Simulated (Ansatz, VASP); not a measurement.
Two plane-wave programs on Sn3Se

File INCAR:

```
ALGO = Normal
EDIFF = 1E-6
ENCUT = 520
GGA = CA
ISIF = 2
ISMEAR = -1
LASPH = T
LCHARG = F
LREAL = F
LWAVE = F
NBANDS = 32
NELM = 80
PREC = Accurate
SIGMA = 0.05
```

Contents of KPOINTS:

```
k-points
0
Gamma
  6 6 6
```

POSCAR

```
Sn3Se
1.0
    0.0000000000      3.7822638705      3.7822638705
    3.7822638705      0.0000000000      3.7822638705
    3.7822638705      3.7822638705      0.0000000000
Sn Se
3 1
Direct
    0.5000000000      0.5000000000      0.5000000000
    0.7500000000      0.7500000000      0.7500000000
    0.2500000000      0.2500000000      0.2500000000
    0.0000000000      0.0000000000      0.0000000000
```

Contents of input.yaml:

```yaml
crystal:
  lattice:
    - [0.0, 3.7822638705, 3.7822638705]
    - [3.7822638705, 0.0, 3.7822638705]
    - [3.7822638705, 3.7822638705, 0.0]
  atoms:
    - { symbol: Sn, position: [0.5, 0.5, 0.5] }
    - { symbol: Sn, position: [0.75, 0.75, 0.75] }
    - { symbol: Sn, position: [0.25, 0.25, 0.25] }
    - { symbol: Se, position: [0.0, 0.0, 0.0] }
hamiltonian:
  xc: lda
  pseudopotentials: { kind: paw }
kpoints:
  mp_grid: { grid: [6, 6, 6] }
scf:
  occupations: { method: fermi_dirac, width: 0.05 }
output:
  forces: true
  stress: true
  eigenvalues: true
```

The cell comes from a database or a generator and needn't be the stable form of this composition.

Alike in both runs: task single point; functional LDA; k mesh 6 × 6 × 6; occupations fermi-dirac, width 0.05 eV; no spin polarisation.

|  | VASP | Ansatz |
| --- | --- | --- |
| version | VASP 6.6.1 | Ansatz 0.2.0 |
| potentials or method | VASP PAW LDA potentials, release 64 (Sn_d, Se) | Ansatz PAW |
| plane-wave cutoff (eV) | 520 | 420 |
| valence electrons in the cell | 48 | 58 |

```tsv
	VASP	Ansatz	Ansatz less VASP
gap on the k mesh at the Fermi level (eV)	none	none	-
pressure (GPa)	-5.9	-5.9	+0.01
```

A gap of «none» marks a metal or a gap that the smearing closes. The two sets of potentials don't hold the same shells in valence.

Caveats: the PAW data sets come from PBE, with cores solved anew for the run's functional, which leaves a small shift of forces and pressure (Ansatz).
